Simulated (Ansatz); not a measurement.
## AlGa₃N₄: the gap under pressure

AlGa₃N₄, Pm, a = 5.139 Å, b = 3.163 Å, c = 5.477 Å, β = 90.0°. The structure is a Materials Project entry; whether it is the stable form wasn't checked. Ansatz: r2SCAN, PAW, 500 eV, Γ-centred 6×8×4 mesh on 8 atoms, Gaussian smearing 0.02 eV; no spin polarisation. Cell and atoms are relaxed at each pressure, and no other structure is tried, so the rows at high pressure may lie past a change of phase. The gap is sought over the whole zone. The pressures are the targets, met within 0.05 GPa.

| P (GPa) | gap y (eV) |
| --- | --- |
| -2.0 | 2.813 |
| 0.0 | 2.886 |
| 2.0 | ? |
| 5.0 | 3.060 |
| 10.0 | 3.219 |
| 20.0 | 3.498 |

Fit y = E0 + αP + βP² to the other rows and predict the missing gap.

Least squares on the rows shown. y = 2.8862 + 0.036042 P − 0.00027267 P². So α = 36.0 meV/GPa at zero pressure. At P = 2.0 the fit asked for gives 2.957 eV. The run gave 2.958 eV, so the fit is 0.001 eV too low, a small miss on the scale of the series.

Semilocal functionals give gaps under the measured ones; changes of the gap mostly carry over better.